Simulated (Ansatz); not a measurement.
Calculation for K (diamond type): DFT, PBE, PAW with Ansatz's default frozen-core files, scalar-relativistic (Ansatz 0.2.0). This run: cell relaxed at zero pressure.

The start is a guessed cell of a prototype that needn't be stable.

Command: `ansatz run input.yaml --threads 1 --pin off --max-ram 2048MiB --backend cpu --events-out ev --progress --plain --runs-dir out` It took 12 s on 1 thread of Arm Neoverse V2 (shared host), peak memory 0.44 GiB.

```yaml
crystal:
  lattice:
    - [0.0, 4.5172588256, 4.5172588256]
    - [4.5172588256, 0.0, 4.5172588256]
    - [4.5172588256, 4.5172588256, 0.0]
  atoms:
    - { symbol: K, position: [-0.125, -0.125, -0.125] }
    - { symbol: K, position: [0.125, 0.125, 0.125] }
kpoints:
  mp_grid: { grid: [8, 8, 8] }
scf:
  occupations: { method: fermi_dirac, width: 0.1 }
hamiltonian:
  xc: pbe
  pseudopotentials: { kind: paw }
output:
  forces: true
  stress: true
relax:
  f_tol: 0.005
  max_steps: 40
  cell: {}
```

Output:

```
Engine: ansatz 0.2.0
Pseudopotentials: kind: paw
Pseudopotential: K, paw, valence charge 9, recommended cutoff 420 eV (normal), K.paw.azcp
Functional definition: PBE
  parameter kappa = 0.804
  parameter beta = 0.06672455060314922
  exchange = pbe_x(kappa = kappa, mu = beta*pi^2/3)
  correlation = pbe_c(beta = beta)
Crystal: 2 atoms, lattice volume = 184.355 Å³
Basis set: ecut = 420 eV, 3647 PW (Γ), exchange–correlation on 90×90×90 points (8 copies of the dense FFT grid, shifted against one another)
Bands: 13, of which v1, the nominal top of the filled ones, is band 9 counted from 1 (8 counted from 0)
Symmetry: 48 space group operations
Space group: Fd-3m (ITA 227), of the structure as read, at distance tolerance 5.7e-5 Å
k-points: 29 of 512
Non-local potential: K, projectors of the file, l = 0: 3, l = 1: 2, l = 2: 2
PAW form: soft (Blöchl's): semilocal exchange-correlation on the pseudo side does not see the compensation charge
PAW one-centre angular grid: K, 110 points (default); XC on 64 Gauss nodes
Initial density: superposition of atomic densities (neutral atoms: chi_scale 0, normalization atom), corrected by the library's trained network
Initial wavefunctions: pseudopotential atomic-orbital guess
Functional: x = pbe(κ = 0.804, μ = 0.2195149727645171), c = pbe(β = 0.06672455060314922)
SCF iter   1: F=—  HF=-3074.965184 eV  |F-HF|=—  |Δ(HF+E_count)|=         —  Δρ=1.88e-3  dr2=2.77e-2  ethr=1.77e-3  ⟨swp⟩=5.8  Hψ=2362  notcnv=0
preconditioner: auto → LDOS  [metal: Δε(μ)=0.012 eV  Ē_g=2.321 eV  σ=0.100 eV  W_gap=0.03  n_scr=14 (ndim 8)  ℏωp=3.9 eV  f_vac=0.050  D(μ)=1.53/eV (n_scr^D=8)  β→1.0]
SCF iter   2: F=—  HF=-3074.966249 eV  |F-HF|=—  |Δ(HF+E_count)|=   1.06e-3  Δρ=9.30e-4  dr2=5.98e-3  ethr=1.54e-4  ⟨swp⟩=2.9  Hψ=907  notcnv=0
preconditioner: auto → Kerker (q_TF=auto, 1.851 Å⁻¹)  [metal: Δε(μ)=0.012 eV  Ē_g=2.313 eV  σ=0.100 eV  W_gap=0.03  n_scr=14 (ndim 8)  ℏωp=3.9 eV  f_vac=0.007  D(μ)=1.54/eV (n_scr^D=8)  β→0.5]
SCF iter   3: F=—  HF=-3074.966235 eV  |F-HF|=—  |Δ(HF+E_count)|=   1.37e-5  Δρ=2.98e-4  dr2=6.21e-4  ethr=3.32e-5  ⟨swp⟩=1.0  Hψ=377  notcnv=0
SCF iter   4: F=—  HF=-3074.966282 eV  |F-HF|=—  |Δ(HF+E_count)|=   4.71e-5  Δρ=9.32e-5  dr2=1.57e-5  ethr=3.45e-6  ⟨swp⟩=1.0  Hψ=377  notcnv=0
SCF iter   5: F=—  HF=-3074.966349 eV  |F-HF|=—  |Δ(HF+E_count)|=   6.64e-5  Δρ=1.66e-5  dr2=1.05e-6  ethr=8.73e-8  ⟨swp⟩=2.0  Hψ=427  notcnv=0
SCF iter   6: F=-3074.966351 eV  HF=-3074.966351 eV  |F-HF|=1.14e-7  |Δ(HF+E_count)|=   1.94e-6  Δρ=4.40e-6  dr2=4.78e-8  ethr=5.56e-10  ⟨swp⟩=4.9  Hψ=1297  notcnv=0
SCF 1 converged in 6 iterations: F = -3074.966351 eV  dr2 = 4.78e-8
  greatest PAW one-centre occupation: 0.988 electrons in one spin orbital (limit 2), on the K atom at site 1 (counted from 0), in its partial waves of l = 0
relax step   1: F+E_penalty+E_count = -3074.96635094 eV  Δ(F+E_penalty+E_count) = +0.000e0 eV  max|allowed force component| = 1.156e-18 eV/Å  Δτ_max = 0.0000 Å  P = +0.315 GPa  Ω = 184.355 Å³  (6 SCF iters, dr2 threshold 1.00e-7 eV, accepted)
Crystal: 2 atoms, lattice volume = 187.247 Å³
Basis set: ecut = 420 eV, 3695 PW (Γ), exchange–correlation on 90×90×90 points (8 copies of the dense FFT grid, shifted against one another)
Initial density: handed on by an earlier stage of this run
Initial wavefunctions: those handed on with the density
iter 1 solved again at ethr=2.46e-7 eV; its pass at ethr=3.10e-3 eV (dr2=4.42e-5 eV) is discarded
SCF iter   1: F=—  HF=-3074.971748 eV  |F-HF|=—  |Δ(HF+E_count)|=         —  Δρ=6.82e-5  dr2=4.63e-5  ethr=2.46e-7  ⟨swp⟩=2.2  Hψ=2897  notcnv=0
preconditioner: auto → Kerker (q_TF=auto, 1.847 Å⁻¹)  [metal: Δε(μ)=0.014 eV  Ē_g=2.296 eV  σ=0.100 eV  W_gap=0.03  n_scr=14 (ndim 8)  ℏωp=3.8 eV  f_vac=0.000  D(μ)=1.54/eV (n_scr^D=8)]
SCF iter   2: F=—  HF=-3074.971745 eV  |F-HF|=—  |Δ(HF+E_count)|=   2.92e-6  Δρ=5.20e-5  dr2=2.99e-5  ethr=2.46e-7  ⟨swp⟩=1.0  Hψ=377  notcnv=0
SCF iter   3: F=—  HF=-3074.971740 eV  |F-HF|=—  |Δ(HF+E_count)|=   5.11e-6  Δρ=2.74e-5  dr2=8.68e-6  ethr=1.66e-7  ⟨swp⟩=1.0  Hψ=377  notcnv=0
SCF iter   4: F=-3074.971738 eV  HF=-3074.971738 eV  |F-HF|=2.32e-7  |Δ(HF+E_count)|=   2.09e-6  Δρ=6.24e-6  dr2=1.20e-7  ethr=1.11e-9  ⟨swp⟩=3.0  Hψ=1465  notcnv=0
SCF 2 converged in 4 iterations: F = -3074.971738 eV  dr2 = 1.20e-7
relax step   2: F+E_penalty+E_count = -3074.97173829 eV  Δ(F+E_penalty+E_count) = -5.387e-3 eV  max|allowed force component| = 2.660e-17 eV/Å  Δτ_max = 0.0000 Å  P = +0.283 GPa  Ω = 187.247 Å³  energy of the carried Pulay correction = -5.743e-6 eV  (4 SCF iters, dr2 threshold 2.00e-7 eV, accepted)
Crystal: 2 atoms, lattice volume = 216.560 Å³
Basis set: ecut = 420 eV, 4279 PW (Γ), exchange–correlation on 90×90×90 points (8 copies of the dense FFT grid, shifted against one another)
iter 1 solved again at ethr=1.76e-5 eV; its pass at ethr=3.10e-3 eV (dr2=3.16e-3 eV) is discarded
SCF iter   1: F=—  HF=-3074.999649 eV  |F-HF|=—  |Δ(HF+E_count)|=         —  Δρ=5.05e-4  dr2=3.23e-3  ethr=1.76e-5  ⟨swp⟩=1.5  Hψ=3015  notcnv=0
preconditioner: auto → Kerker (q_TF=auto, 1.802 Å⁻¹)  [metal: Δε(μ)=0.124 eV  Ē_g=2.192 eV  σ=0.100 eV  W_gap=0.29  n_scr=14 (ndim 8)  ℏωp=3.6 eV  f_vac=0.000  D(μ)=1.56/eV (n_scr^D=8)]
SCF iter   2: F=—  HF=-3074.999365 eV  |F-HF|=—  |Δ(HF+E_count)|=   2.84e-4  Δρ=3.88e-4  dr2=2.13e-3  ethr=1.76e-5  ⟨swp⟩=1.0  Hψ=377  notcnv=0
SCF iter   3: F=—  HF=-3074.998986 eV  |F-HF|=—  |Δ(HF+E_count)|=   3.79e-4  Δρ=2.13e-4  dr2=6.70e-4  ethr=1.18e-5  ⟨swp⟩=1.0  Hψ=377  notcnv=0
SCF iter   4: F=—  HF=-3074.998869 eV  |F-HF|=—  |Δ(HF+E_count)|=   1.17e-4  Δρ=5.35e-5  dr2=1.10e-5  ethr=3.72e-6  ⟨swp⟩=2.0  Hψ=424  notcnv=0
SCF iter   5: F=—  HF=-3074.998933 eV  |F-HF|=—  |Δ(HF+E_count)|=   6.40e-5  Δρ=1.73e-5  dr2=1.64e-6  ethr=6.09e-8  ⟨swp⟩=2.0  Hψ=434  notcnv=0
SCF iter   6: F=-3074.998936 eV  HF=-3074.998936 eV  |F-HF|=1.91e-7  |Δ(HF+E_count)|=   3.40e-6  Δρ=5.20e-6  dr2=7.00e-8  ethr=1.11e-9  ⟨swp⟩=3.0  Hψ=1231  notcnv=0
SCF 3 converged in 6 iterations: F = -3074.998936 eV  dr2 = 7.00e-8
relax step   3: F+E_penalty+E_count = -3074.99893639 eV  Δ(F+E_penalty+E_count) = -2.720e-2 eV  max|allowed force component| = 9.252e-18 eV/Å  Δτ_max = 0.0000 Å  P = +0.038 GPa  Ω = 216.560 Å³  energy of the carried Pulay correction = -5.929e-5 eV  (6 SCF iters, dr2 threshold 2.00e-7 eV, accepted)
[... lines left out ...]
SCF iter   8: F=-3074.999654 eV  HF=-3074.999654 eV  |F-HF|=7.28e-12  |Δ(HF+E_count)|=  1.20e-10  Δρ=3.64e-8  dr2=3.04e-12  ethr=1.00e-12  ⟨swp⟩=5.9  Hψ=1390  notcnv=0
SCF 4 converged in 8 iterations: F = -3074.999654 eV  dr2 = 3.04e-12
relax step   4: F+E_penalty+E_count = -3074.99965419 eV  Δ(F+E_penalty+E_count) = -7.178e-4 eV  max|allowed force component| = 1.388e-17 eV/Å  Δτ_max = 0.0000 Å  P = +0.006 GPa  Ω = 221.953 Å³  energy of the carried Pulay correction = -6.831e-5 eV  (8 SCF iters, accepted)
Basis set: ecut = 420 eV, 4285 PW (Γ), exchange–correlation on 96×96×96 points (8 copies of the dense FFT grid, shifted against one another)
Initial wavefunctions: pseudopotential atomic-orbital guess (no wavefunctions were taken with the density)
iter 1 solved again at ethr=2.16e-8 eV; its pass at ethr=3.10e-3 eV (dr2=3.89e-6 eV) is discarded
SCF iter   1: F=—  HF=-3074.999866 eV  |F-HF|=—  |Δ(HF+E_count)|=         —  Δρ=1.60e-5  dr2=3.58e-8  ethr=2.16e-8  ⟨swp⟩=3.8  Hψ=3773  notcnv=0
preconditioner: auto → Kerker (q_TF=auto, 1.795 Å⁻¹)  [metal: Δε(μ)=0.108 eV  Ē_g=2.173 eV  σ=0.100 eV  W_gap=0.25  n_scr=14 (ndim 8)  ℏωp=3.5 eV  f_vac=0.014  D(μ)=1.57/eV (n_scr^D=0)]
SCF iter   2: F=—  HF=-3074.999826 eV  |F-HF|=—  |Δ(HF+E_count)|=   4.00e-5  Δρ=8.07e-6  dr2=8.64e-9  ethr=1.99e-10  ⟨swp⟩=2.8  Hψ=637  notcnv=0
SCF iter   3: F=—  HF=-3074.999829 eV  |F-HF|=—  |Δ(HF+E_count)|=   3.47e-6  Δρ=4.20e-7  dr2=3.22e-10  ethr=4.80e-11  ⟨swp⟩=2.0  Hψ=610  notcnv=0
SCF iter   4: F=—  HF=-3074.999829 eV  |F-HF|=—  |Δ(HF+E_count)|=   5.83e-9  Δρ=1.08e-7  dr2=1.43e-10  ethr=1.79e-12  ⟨swp⟩=2.1  Hψ=438  notcnv=0
SCF iter   5: F=-3074.999829 eV  HF=-3074.999829 eV  |F-HF|=2.36e-11  |Δ(HF+E_count)|=  7.73e-11  Δρ=3.99e-8  dr2=3.08e-12  ethr=1.00e-12  ⟨swp⟩=3.8  Hψ=1477  notcnv=0
SCF 5 converged in 5 iterations: F = -3074.999829 eV  dr2 = 3.08e-12
relax step   5: F+E_penalty+E_count = -3074.99982910 eV  Δ(F+E_penalty+E_count) = -1.749e-4 eV  max|allowed force component| = 1.156e-17 eV/Å  Δτ_max = 0.0000 Å  P = +0.008 GPa  Ω = 221.953 Å³  stress off target by 7.83e-3 GPa  SCF on the basis re-selected at this cell (its energy is not comparable with the rows above)  (5 SCF iters)
basis re-selected at this cell: Δ(F+E_penalty+E_count) = -1.749e-4 eV, ΔP = +0.002 GPa vs the last step (what re-selecting the basis moved, of the pressure what is left beyond the Pulay correction that the steps carried, after the strain that the cell walked since its last selection, with what the two solves' SCF thresholds leave and, on support functions, any second-order correction that the steps lacked; it is no measure of the basis error at this ecutwfc). The dense FFT grid was sized anew with the basis: this SCF ran on 48×48×48 points, the steps before it on 45×45×45, so part of this shift can come from that change (see relax.cell in the input reference). This SCF's stress stands 7.83e-3 GPa from its target on what of the cell is left free (relax.cell.stress_tol is 5.00e-2 GPa) and its largest allowed force component is 1.16e-17 eV/Å (relax.f_tol is 5.00e-3 eV/Å): within both
SCF converged after 5 iterations
Free energy (F): -3074.999829 eV
Harris-Foulkes:  -3074.999829 eV  (|F-HF|=2.36e-11)
Internal energy: -3074.946910 eV  (E = F + TS)
E sigma→0 (E₀):  -3074.973369 eV
Entropy (-TS):   -0.052919 eV (-26.460 meV/atom)
Fermi energy:    0.436891 eV
--- Per-component energies (eV) ---
  E_band       = -316.791234
  E_kinetic    = 503.411083
  E_local      = -1777.246617  (includes V_loc(G=0)·N_el)
  E_nonlocal   = 26.207590
  E_hartree    = 656.872097
  E_xc         = -266.715204
  E_vxc        = -325.027422  (∫ρ·V_xc dr)
  E_paw        = -1563.752386  (= ΣΔE_a)
  E_vpaw       = -57.880001  (= ΣTr[D̂ρ^β])
  E_aug_tail   = -0.000007  (compensation charges beyond the density's cutoff)
  E_ewald      = -653.723468
  E_smearing   = -0.052919  (= −TS)
  E_closure    = -0.000000  (closes the sum)
  Σ components = -3074.999829   (vs F -3074.999829, Δ=0.00e0)
--- Forces (eV/Å), atoms counted from 1 ---
  atom   1  K      0.00000000    -0.00000000     0.00000000
  atom   2  K     -0.00000000     0.00000000    -0.00000000
  max |Σ_I F_I| component: 1.85e-17 eV/Å
--- Stress (GPa, compression-positive) ---
        0.007834       0.000000       0.000000
        0.000000       0.007834      -0.000000
        0.000000      -0.000000       0.007834
  P = ⅓ Tr σ = 0.0078 GPa (0.078 kbar)
--- Relaxed structure (4 steps of the walk, 4 accepted, 1 SCFs on fresh bases) ---
  F+E_penalty+E_count = -3074.99982910 eV   max|allowed force component| = 1.156e-17 eV/Å   (the final SCF, on the basis selected at the relaxed cell)
  cell:  # Å, volume = 221.9526 Å³
    - [-3.732360014096019e-33, 4.805553770435515, 4.805553770435515]
    - [4.805553770435515, 9.744899012912816e-34, 4.805553770435515]
    - [4.805553770435515, 4.805553770435515, -2.5158399412421977e-33]
  atoms:
    - { symbol: K, position: [-0.125, -0.125, -0.125] }
    - { symbol: K, position: [0.125, 0.125, 0.125] }
```

Next run (the series' base cell), as changes to the input before:

```diff
   lattice:
-    - [0.0, 4.5172588256, 4.5172588256]
-    - [4.5172588256, 0.0, 4.5172588256]
-    - [4.5172588256, 4.5172588256, 0.0]
+    - [0.0, 4.8055537704, 4.8055537704]
+    - [4.8055537704, 0.0, 4.8055537704]
+    - [4.8055537704, 4.8055537704, 0.0]
   atoms:
   mp_grid: { grid: [8, 8, 8] }
+  band_path:
+    path:
+      - [0.0, 0.0, 0.0]
+      - [0.5, 0.0, 0.5]
+      - [0.625, 0.25, 0.625]
+      - [0.375, 0.375, 0.75]
+      - [0.0, 0.0, 0.0]
+      - [0.5, 0.5, 0.5]
+      - [0.5, 0.25, 0.75]
+      - [0.5, 0.0, 0.5]
+    npoints: 8
 scf:
   stress: true
-relax:
-  f_tol: 0.005
-  max_steps: 40
-  cell: {}
+  eigenvalues: true
+  populations: true
+  dos: { projected: true, de: 0.2, e_range: [-14, 8] }
```

Command: `ansatz run input.yaml --threads 1 --pin off --max-ram 2048MiB --backend cpu --events-out ev --progress --plain --runs-dir out` It took 6 s on 1 thread of Arm Neoverse V2, on a shared host, peak memory 0.41 GiB.

Results part of the output:

```
SCF 1 converged in 7 iterations: F = -3074.999829 eV  dr2 = 2.00e-8
  greatest PAW one-centre occupation: 0.988 electrons in one spin orbital (limit 2), on the K atom at site 1 (counted from 0), in its partial waves of l = 0
NSCF: frozen V_eff on 57 k-points
SCF converged after 7 iterations
Free energy (F): -3074.999829 eV
Harris-Foulkes:  -3074.999829 eV  (|F-HF|=8.38e-8)
Internal energy: -3074.946911 eV  (E = F + TS)
E sigma→0 (E₀):  -3074.973370 eV
Entropy (-TS):   -0.052918 eV (-26.459 meV/atom)
Fermi energy:    0.436855 eV
--- Per-component energies (eV) ---
  E_band       = -316.792000
  E_kinetic    = 503.411586
  E_local      = -1777.248057  (includes V_loc(G=0)·N_el)
  E_nonlocal   = 26.207651
  E_hartree    = 656.873186
  E_xc         = -266.715329
  E_vxc        = -325.027585  (∫ρ·V_xc dr)
  E_paw        = -1563.752474  (= ΣΔE_a)
  E_vpaw       = -57.880001  (= ΣTr[D̂ρ^β])
  E_aug_tail   = -0.000007  (compensation charges beyond the density's cutoff)
  E_ewald      = -653.723468
  E_smearing   = -0.052918  (= −TS)
  E_closure    = -0.000000  (closes the sum)
  Σ components = -3074.999829   (vs F -3074.999829, Δ=0.00e0)
--- Forces (eV/Å), atoms counted from 1 ---
  atom   1  K      0.00000000     0.00000000    -0.00000000
  atom   2  K      0.00000000     0.00000000    -0.00000000
  max |Σ_I F_I| component: 1.16e-17 eV/Å
--- Stress (GPa, compression-positive) ---
        0.007850      -0.000000      -0.000000
        0.000000       0.007850      -0.000000
       -0.000000      -0.000000       0.007850
  P = ⅓ Tr σ = 0.0078 GPa (0.078 kbar)
--- Band table (eV; the first three rows and the last of 29) ---
  k-point 0: bands = ["-32.1667", "-32.1539", "-15.6692", "-15.6692", "-15.6692", "-15.6105", "-15.6105", "-15.6105", "-1.2251", "2.7976", "2.7976", "2.7976", "3.1043"]
  k-point 1: bands = ["-32.1663", "-32.1543", "-15.6702", "-15.6702", "-15.6689", "-15.6110", "-15.6096", "-15.6096", "-1.1423", "2.3306", "2.7324", "2.7324", "3.0923"]
  k-point 2: bands = ["-32.1653", "-32.1553", "-15.6723", "-15.6723", "-15.6681", "-15.6123", "-15.6075", "-15.6075", "-0.8981", "1.5614", "2.6485", "2.6485", "2.9765"]
  k-point 28: bands = ["-32.1603", "-32.1603", "-15.6813", "-15.6813", "-15.6404", "-15.6404", "-15.5990", "-15.5990", "0.6715", "0.6715", "1.1033", "1.1033", "3.2601"]
--- Löwdin populations: 2 sites ---
  site symbol       q [e]
     0      K      8.9495
     1      K      8.9495
  spilling = 0.005616 (of n_electrons = 18.000000)
```

Next run (volume at 0.92 of the series' base cell), as changes to the input before:

```diff
   lattice:
-    - [0.0, 4.8055537704, 4.8055537704]
-    - [4.8055537704, 0.0, 4.8055537704]
-    - [4.8055537704, 4.8055537704, 0.0]
+    - [0.0, 4.6738279009, 4.6738279009]
+    - [4.6738279009, 0.0, 4.6738279009]
+    - [4.6738279009, 4.6738279009, 0.0]
   atoms:
```

Command: `ansatz run input.yaml --threads 1 --pin off --max-ram 2048MiB --backend cpu --events-out ev --progress --plain --runs-dir out` It took 5.8 s on 1 thread of Arm Neoverse V2, with other jobs on the host, peak memory 0.4 GiB.

Results part of the output:

```
SCF 1 converged in 6 iterations: F = -3074.992835 eV  dr2 = 7.50e-10
  greatest PAW one-centre occupation: 0.988 electrons in one spin orbital (limit 2), on the K atom at site 1 (counted from 0), in its partial waves of l = 0
NSCF: frozen V_eff on 57 k-points
SCF converged after 6 iterations
Free energy (F): -3074.992835 eV
Harris-Foulkes:  -3074.992835 eV  (|F-HF|=3.16e-9)
Internal energy: -3074.940557 eV  (E = F + TS)
E sigma→0 (E₀):  -3074.966696 eV
Entropy (-TS):   -0.052279 eV (-26.139 meV/atom)
Fermi energy:    0.678635 eV
--- Per-component energies (eV) ---
  E_band       = -312.596673
  E_kinetic    = 503.625332
  E_local      = -1744.718664  (includes V_loc(G=0)·N_el)
  E_nonlocal   = 26.253763
  E_hartree    = 642.694226
  E_xc         = -266.872809
  E_vxc        = -325.236549  (∫ρ·V_xc dr)
  E_paw        = -1563.774570  (= ΣΔE_a)
  E_vpaw       = -57.908687  (= ΣTr[D̂ρ^β])
  E_aug_tail   = -0.000007  (compensation charges beyond the density's cutoff)
  E_ewald      = -672.147829
  E_smearing   = -0.052279  (= −TS)
  E_closure    = -0.000000  (closes the sum)
  Σ components = -3074.992835   (vs F -3074.992835, Δ=0.00e0)
--- Forces (eV/Å), atoms counted from 1 ---
  atom   1  K      0.00000000     0.00000000     0.00000000
  atom   2  K      0.00000000    -0.00000000    -0.00000000
  max |Σ_I F_I| component: 1.62e-17 eV/Å
--- Stress (GPa, compression-positive) ---
        0.125088      -0.000000      -0.000000
        0.000000       0.125088       0.000000
        0.000000      -0.000000       0.125088
  P = ⅓ Tr σ = 0.1251 GPa (1.251 kbar)
--- Band table (eV; the first three rows and the last of 29) ---
  k-point 0: bands = ["-31.9319", "-31.9137", "-15.4421", "-15.4421", "-15.4421", "-15.3668", "-15.3668", "-15.3668", "-1.0842", "3.1087", "3.1087", "3.1087", "3.4258"]
  k-point 1: bands = ["-31.9314", "-31.9142", "-15.4433", "-15.4433", "-15.4417", "-15.3674", "-15.3655", "-15.3655", "-0.9955", "2.6415", "3.0373", "3.0373", "3.4048"]
  k-point 2: bands = ["-31.9300", "-31.9156", "-15.4462", "-15.4462", "-15.4409", "-15.3688", "-15.3627", "-15.3627", "-0.7340", "1.8451", "2.9328", "2.9328", "3.2925"]
  k-point 28: bands = ["-31.9228", "-31.9228", "-15.4581", "-15.4581", "-15.4051", "-15.4051", "-15.3515", "-15.3515", "0.9678", "0.9678", "1.3121", "1.3121", "3.5946"]
--- Löwdin populations: 2 sites ---
  site symbol       q [e]
     0      K      8.9463
     1      K      8.9463
  spilling = 0.005963 (of n_electrons = 18.000000)
```

Next run (volume at 0.84 of the series' base cell), as changes to the input before:

```diff
   lattice:
-    - [0.0, 4.6738279009, 4.6738279009]
-    - [4.6738279009, 0.0, 4.6738279009]
-    - [4.6738279009, 4.6738279009, 0.0]
+    - [0.0, 4.534226419, 4.534226419]
+    - [4.534226419, 0.0, 4.534226419]
+    - [4.534226419, 4.534226419, 0.0]
   atoms:
   mp_grid: { grid: [8, 8, 8] }
-  band_path:
-    path:
-      - [0.0, 0.0, 0.0]
-      - [0.5, 0.0, 0.5]
-      - [0.625, 0.25, 0.625]
-      - [0.375, 0.375, 0.75]
-      - [0.0, 0.0, 0.0]
-      - [0.5, 0.5, 0.5]
-      - [0.5, 0.25, 0.75]
-      - [0.5, 0.0, 0.5]
-    npoints: 8
 scf:
   populations: true
-  dos: { projected: true, de: 0.2, e_range: [-14, 8] }
```

Command: `ansatz run input.yaml --threads 1 --pin off --max-ram 2048MiB --backend cpu --events-out ev --progress --plain --runs-dir out` It took 3.2 s on 1 thread of Arm Neoverse V2 (shared host), peak memory 0.38 GiB.

Results part of the output:

```
SCF 1 converged in 6 iterations: F = -3074.970299 eV  dr2 = 4.78e-8
  greatest PAW one-centre occupation: 0.988 electrons in one spin orbital (limit 2), on the K atom at site 1 (counted from 0), in its partial waves of l = 0
SCF converged after 6 iterations
Free energy (F): -3074.970299 eV
Harris-Foulkes:  -3074.970298 eV  (|F-HF|=1.14e-7)
Internal energy: -3074.918918 eV  (E = F + TS)
E sigma→0 (E₀):  -3074.944608 eV
Entropy (-TS):   -0.051380 eV (-25.690 meV/atom)
Fermi energy:    0.966166 eV
--- Per-component energies (eV) ---
  E_band       = -307.732530
  E_kinetic    = 503.890599
  E_local      = -1708.323776  (includes V_loc(G=0)·N_el)
  E_nonlocal   = 26.303237
  E_hartree    = 626.911862
  E_xc         = -267.058608
  E_vxc        = -325.483401  (∫ρ·V_xc dr)
  E_paw        = -1563.800054  (= ΣΔE_a)
  E_vpaw       = -57.941262  (= ΣTr[D̂ρ^β])
  E_aug_tail   = -0.000007  (compensation charges beyond the density's cutoff)
  E_ewald      = -692.842171
  E_smearing   = -0.051380  (= −TS)
  E_closure    = -0.000000  (closes the sum)
  Σ components = -3074.970299   (vs F -3074.970299, Δ=0.00e0)
--- Forces (eV/Å), atoms counted from 1 ---
  atom   1  K      0.00000000     0.00000000    -0.00000000
  atom   2  K      0.00000000     0.00000000     0.00000000
  max |Σ_I F_I| component: 6.94e-18 eV/Å
--- Stress (GPa, compression-positive) ---
        0.291515       0.000000       0.000000
        0.000000       0.291515      -0.000000
        0.000000      -0.000000       0.291515
  P = ⅓ Tr σ = 0.2915 GPa (2.915 kbar)
--- Band table (eV; the first three rows and the last of 29) ---
  k-point 0: bands = ["-31.6618", "-31.6354", "-15.1815", "-15.1815", "-15.1815", "-15.0837", "-15.0837", "-15.0837", "-0.9095", "3.4688", "3.4688", "3.4688", "3.7305"]
  k-point 1: bands = ["-31.6610", "-31.6362", "-15.1832", "-15.1832", "-15.1812", "-15.0844", "-15.0820", "-15.0820", "-0.8139", "3.0067", "3.3830", "3.3830", "3.7358"]
  k-point 2: bands = ["-31.6590", "-31.6382", "-15.1871", "-15.1871", "-15.1806", "-15.0860", "-15.0782", "-15.0782", "-0.5323", "2.1822", "3.2510", "3.2510", "3.6568"]
  k-point 28: bands = ["-31.6486", "-31.6486", "-15.2032", "-15.2032", "-15.1337", "-15.1337", "-15.0630", "-15.0630", "1.3257", "1.3257", "1.5609", "1.5609", "3.9693"]
--- Löwdin populations: 2 sites ---
  site symbol       q [e]
     0      K      8.9426
     1      K      8.9426
  spilling = 0.006374 (of n_electrons = 18.000000)
```
